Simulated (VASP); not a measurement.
A calculation with VASP 6.6.1 of AlN (ASE script, structure from a POSCAR):

File run.py:

```python
from ase.calculators.vasp import Vasp
from ase.dft.bandgap import bandgap
from ase.io import read

atoms = read('POSCAR')
calc = Vasp(
    directory='calc',
    xc='pbesol',
    pp='PBE',
    setups='minimal',
    prec='Accurate',
    encut=500,
    ediff=1e-07,
    ismear=0,
    sigma=0.1,
    lreal=False,
    lasph=True,
    nelm=80,
    algo='Fast',
    isif=2,
    lwave=False,
    lcharg=False,
    kpts=[10, 10, 6],
    gamma=True,
    nbands=16,
)
atoms.calc = calc

print('energy (eV):', atoms.get_potential_energy())
print('free energy (eV):', atoms.get_potential_energy(force_consistent=True))
print('forces (eV/A):')
print(atoms.get_forces())
print('stress (eV/A^3, Voigt):', atoms.get_stress())
print('Fermi level (eV):', calc.get_fermi_level())
gap, top, bottom = bandgap(calc)
print('band gap (eV):', gap, 'from (spin, k, band)', top, 'to', bottom)
```

The input POSCAR:

```
AlN
1.0
    3.1130000000      0.0000000000      0.0000000000
   -1.5565000000      2.6959370820      0.0000000000
    0.0000000000      0.0000000000      4.9810000000
Al N
2 2
Direct
    0.6666666667      0.3333333333      0.5000000000
    0.3333333333      0.6666666667      0.0000000000
    0.6666666667      0.3333333333      0.8800000000
    0.3333333333      0.6666666667      0.3800000000
```

Potentials or basis: VASP PAW PBE potentials, release 64 (Al, N).

Command:

```console
$ python run.py
```

Question: Write the same calculation in another form: native input, structure from a POSCAR.

Answer: As run:

INCAR

```
SYSTEM = AlN
PREC = Accurate
ENCUT = 500
EDIFF = 1E-7
ISMEAR = 0
SIGMA = 0.1
LREAL = .False.
LASPH = .True.
NELM = 100
ALGO = Normal
ISIF = 2
LWAVE = .False.
LCHARG = .False.
GGA = PS
NBANDS = 16
```

File KPOINTS:

```
Automatic mesh
0
Gamma
  10 10 6
  0 0 0
```

The input POSCAR:

```
AlN
1.0
    3.1130000000      0.0000000000      0.0000000000
   -1.5565000000      2.6959370820      0.0000000000
    0.0000000000      0.0000000000      4.9810000000
Al N
2 2
Direct
    0.6666666667      0.3333333333      0.5000000000
    0.3333333333      0.6666666667      0.0000000000
    0.6666666667      0.3333333333      0.8800000000
    0.3333333333      0.6666666667      0.3800000000
```

Potentials or basis: VASP PAW PBE potentials, release 64 (Al, N).

The run is started by

```sh
$ cat potpaw_PBE.64/Al/POTCAR potpaw_PBE.64/N/POTCAR > POTCAR
$ mpirun -np 1 vasp_std > vasp.out
```

Both were run:

|  | ASE script, structure from a POSCAR | native input, structure from a POSCAR |
| --- | --- | --- |
| Pressure | 0.2 GPa | 0.2 GPa |
| Largest force | 0.132 eV/Å | 0.132 eV/Å |
| Band gap on the k mesh | 4.15 eV, direct | 4.15 eV, direct |

Keys that steer only the numerical path or the files written may differ.

Caveat: the PAW data sets were made with another functional, which shifts forces and pressure a little.
